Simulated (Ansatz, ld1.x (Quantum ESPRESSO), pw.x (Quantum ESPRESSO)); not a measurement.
# antimony: does the TM potential hold in the solid?

| Quantity | Value |
| --- | --- |
| Element | Sb (Z = 51) |
| Generator | ld1.x (Quantum ESPRESSO) 7.5 |
| Type | norm-conserving Troullier–Martins (Kleinman–Bylander form) |
| Functional | PBE |
| Relativity | scalar-relativistic |
| Frozen core | [Kr] 4d10 |
| Valence charge | 5 |
| Reference configuration | 5s1.5 5p3.5 |
| Partial waves | 5s (bound): rc 1.60 bohr; 5p (bound): rc 2.30 bohr; 5d channel at 0.2 Ry: rc 2.20 bohr |
| Local potential | all-electron potential smoothed inside 2.20 bohr (lloc = -1) |
| Core correction | none |

Atomic tests: cutoffs needed: 30 Ry and 70 Ry (the cutoffs (Ry, on a coarse ladder) from which the occupation-weighted sum of valence levels, in a spherical-Bessel basis at the reference potential, stays within 10 and 1 mRy of its value at 400 Ry); ghost test: no extra level below or beside the all-electron valence levels (s, p, d, f tested) (spherical-Bessel basis up to 400 Ry, 20 bohr box); largest excitation error: +40 meV (all-electron minus pseudo) for 5s2 5p0, out of 7 test configurations.

Crystal test: fcc Sb in pw.x 7.5, no spin, 12³ k-points, Fermi–Dirac smearing 0.01 Ry, cutoffs 85/340 Ry. The reference is all-electron LAPW (Ansatz 0.2.0) with the same functional, mesh and smearing; V0 and B0 come from Birch–Murnaghan fits to the pressures at five volumes. Errors are pseudo minus all-electron; Δ is the rms difference of the E(V) curves that follow from these fits, minima aligned, over ±6 % about the mean V0. Mesh and smearing are coarse, so the numbers serve the comparison and aren't converged zero-temperature values; the lattice is a test structure that the element need not adopt.

All-electron: a0 = 4.797 Å (V0 = 27.60 Å³/atom), B0 = 57.8 GPa.

How far does the potential miss the all-electron equation of state?

mean pressure error (GPa): -0.79; a0 (Å): 4.775; a0 error (%): -0.45; B0 error (%): +4.7; Δ (meV/atom): 4.8.

```
V (Å³/atom)  P all-electron (GPa)  P pseudo (GPa)
     26.216                  3.31            2.48
     26.906                  1.55            0.73
     27.596                 -0.00           -0.80
     28.286                 -1.35           -2.13
     28.976                 -2.54           -3.29
```

At the middle volume, how do free energy and pressure move when the wave cutoff is lowered (ecutrho kept at four times it)?

```tsv
cutoff (Ry)	shift of F (meV/atom)	shift of P (GPa)
38	+104.2	+0.12
51	+45.3	-0.86
68	+4.3	+0.16
```

The run at the middle volume (72 k-points, 7 iterations) took about 20 s on one core of a shared host (Neoverse-V2, 96 threads, 742 GiB, load 28).
